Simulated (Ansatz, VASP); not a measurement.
## Cu in VASP and in Ansatz

```
Cu
1.0
    -1.39960    1.39960    1.33590
     1.39960   -1.39960    1.33590
     1.39960    1.39960   -1.33590
Cu
1
Cartesian
  0.0000 0.0000 0.0000
```

Alike in both runs: task single point; functional PBE; k mesh 22 × 22 × 22; occupations gaussian, width 0.15 eV; no spin polarisation.

|  | VASP | Ansatz |
| --- | --- | --- |
| version | VASP 6.6.1 | Ansatz 0.2.0 |
| potentials or method | VASP PAW PBE potentials, release 64 (Cu) | scalar-relativistic, plane waves, PAW |
| plane-wave cutoff (eV) | 520 | 520 |
| valence electrons in the cell | 11 | 19 |

|  | VASP | Ansatz | Ansatz less VASP |
| --- | --- | --- | --- |
| gap on the k mesh at the Fermi level (eV) | none | none | - |
| pressure (GPa) | 27.4 | 26.7 | -0.69 |
| largest component of the traceless stress (GPa) | 0.15 | 0.16 | +0.010 |

A gap of «none» marks a metal or a gap that the smearing closes. The two sets of potentials don't hold the same shells in valence.

Caveats: so large a pressure means that the cell lies far from this level's equilibrium, or that cutoff or potentials fall short (VASP).
